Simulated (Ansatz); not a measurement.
**(001) slab of rocksalt CaO, 7.2 Å thick as cut, bare faces**

Ansatz, PAW, plane waves, no spin–orbit coupling unless named; atoms relaxed with PBEsol, the curve by HSE06. The curve holds the local part of the PAW potentials, so its shape inside matter depends on the files.

```
O Ca
1.0
     2.38380    2.38380    0.00000
    -2.38380    2.38380    0.00000
     0.00000    0.00000   20.15140
O Ca
4 4
Cartesian
  0.0007 2.3796 6.5536
  0.0001 2.3785 11.2818
  0.0002 4.7626 8.8639
  -0.0003 4.7614 13.5921
  0.0002 4.7631 6.5317
  0.0002 4.7630 11.2657
  0.0000 2.3790 8.8793
  0.0000 2.3787 13.6137
```

Planar mean of the electrostatic potential energy along the normal, from the vacuum level:

| z (Å) | v (eV) |
| --- | --- |
| 0.00 | 0.00 |
| 0.30 | 0.00 |
| 0.75 | 0.00 |
| 1.04 | 0.00 |
| 1.34 | 0.00 |
| 1.64 | 0.00 |
| 2.09 | 0.00 |
| 2.39 | 0.00 |
| 2.69 | 0.00 |
| 2.99 | 0.00 |
| 3.43 | -0.01 |
| 3.73 | -0.02 |
| 4.03 | -0.04 |
| 4.48 | -0.11 |
| 4.78 | -0.22 |
| 5.08 | -0.48 |
| 5.37 | -1.08 |
| 5.82 | -4.35 |
| 6.12 | -10.70 |
| 6.42 | -15.82 |
| 6.72 | -15.24 |
| 7.16 | -6.10 |
| 7.46 | -2.47 |
| 7.76 | -1.85 |
| 8.21 | -5.34 |
| 8.51 | -11.97 |
| 8.81 | -16.25 |
| 9.11 | -14.47 |
| 9.55 | -5.18 |
| 9.85 | -2.37 |
| 10.15 | -1.97 |
| 10.45 | -3.41 |
| 10.90 | -11.78 |
| 11.20 | -16.19 |
| 11.49 | -14.63 |
| 11.79 | -8.44 |
| 12.24 | -2.23 |
| 12.54 | -1.91 |
| 12.84 | -3.75 |
| 13.28 | -12.86 |
| 13.58 | -16.35 |
| 13.88 | -13.64 |
| 14.18 | -7.06 |
| 14.63 | -1.63 |
| 14.93 | -0.70 |
| 15.23 | -0.31 |
| 15.52 | -0.14 |
| 15.97 | -0.04 |
| 16.27 | -0.02 |
| 16.57 | -0.01 |
| 17.02 | 0.00 |
| 17.32 | 0.00 |
| 17.61 | 0.00 |
| 17.91 | 0.00 |
| 18.36 | 0.00 |
| 18.66 | 0.00 |
| 18.96 | 0.00 |
| 19.26 | 0.00 |
| 19.70 | 0.00 |
| 20.00 | 0.00 |

Task: How far below the vacuum level do the top filled and the lowest empty level lie, by each functional?

Result: PBEsol: 4.10 and 1.08 eV (gap 3.01 eV, a 6×6×1 mesh); HSE06: 4.88 and 0.89 eV (gap 3.99 eV, a 4×4×1 mesh). Either level can be a surface state and not a band edge of the crystal.
